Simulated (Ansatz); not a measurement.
# BaS: the cost of one run

Computed with Ansatz 0.2.0 through its Python package. Level of theory: DFT PBEsol, plane waves, PAW.

## (1) The system

The structure is cubic, space group Fm-3m (No. 225). Conventional cell: a = 6.388 Å, b = 6.388 Å, c = 6.388 Å, α = 90.00°, β = 90.00°, γ = 90.00°. Ba (site symmetry m-3m) has 6 S at 3.19 Å as nearest neighbours. Around S (site symmetry m-3m) lie 6 Ba at 3.19 Å.

The script holds or builds the structure itself.

## (2) The script

eos.py reads:

```python
import ansatz as az
import numpy as np
from scipy.optimize import curve_fit

vectors0 = np.array([
    [0.0, 3.19375, 3.19375],
    [3.19375, 0.0, 3.19375],
    [3.19375, 3.19375, 0.0],
])
sites = [
    ("Ba", [0.0, 0.0, 0.0]),
    ("S", [0.5, 0.5, 0.5]),
]


def make_crystal(cell):
    crystal = az.Crystal(lattice=az.Lattice.of(cell))
    for symbol, position in sites:
        crystal = crystal.atom(symbol, position)
    return crystal

def vinet(v, e0, v0, b0, b1):
    eta = (v / v0) ** (1 / 3)
    return e0 + 2 * b0 * v0 / (b1 - 1) ** 2 * (2 - (5 + 3 * b1 * (eta - 1) - 3 * eta) * np.exp(-1.5 * (b1 - 1) * (eta - 1)))


def main() -> None:
    volumes, energies, pressures = [], [], []
    for scale in np.linspace(0.88, 1.12, 7):
        cell = vectors0 * scale ** (1 / 3)
        setup = (
            make_crystal(cell).calculation()
            .functional("PBEsol")
            .occupations(az.OccupationsMethod.FIXED)
            .basis(500)
            .kpoints(6, 6, 6)
            .stress()
        )
        data = setup.run(threads=1, backend="cpu").report
        volumes.append(abs(np.linalg.det(cell)) / len(sites))
        energies.append(data["free_energy_ev"] / len(sites))
        pressures.append(np.trace(data["stress_gpa"]) / 3)
        print(f"V = {volumes[-1]:8.4f} A^3/atom  F = {energies[-1]:.5f} eV/atom  P = {pressures[-1]:8.3f} GPa")

    guess = (min(energies), volumes[int(np.argmin(energies))], 0.5, 4.5)
    (e0, v0, b0, b1), _ = curve_fit(vinet, np.array(volumes), np.array(energies), p0=guess, maxfev=20000)
    print(f"Vinet fit: V0 = {v0:.4f} A^3/atom, B0 = {160.21766 * b0:.1f} GPa, B1 = {b1:.2f}")
    print("largest residual", round(1000 * float(np.abs(vinet(np.array(volumes), e0, v0, b0, b1) - energies).max()), 3), "meV/atom")


if __name__ == "__main__":
    main()
```

## (3) The calls as engine input

The engine receives this input (first run):

```yaml
crystal:
  lattice:
    - [0.0, 3.0605194336988535, 3.0605194336988535]
    - [3.0605194336988535, 0.0, 3.0605194336988535]
    - [3.0605194336988535, 3.0605194336988535, 0.0]
  atoms:
    - { symbol: Ba, position: [0.0, 0.0, 0.0] }
    - { symbol: S, position: [0.5, 0.5, 0.5] }
basis:
  ecutwfc: 500.0
kpoints:
  mp_grid:
    grid: [6, 6, 6]
hamiltonian:
  xc: pbesol
scf:
  occupations:
    method: fixed
output:
  stress: true
```

## (4) Launch

The run is started by

```bash
$ python eos.py
```

Q: Estimate wall time and peak memory on 1 thread of Arm Neoverse V2, shared host.

About 8.1 s, with a peak of 0.44 GiB.
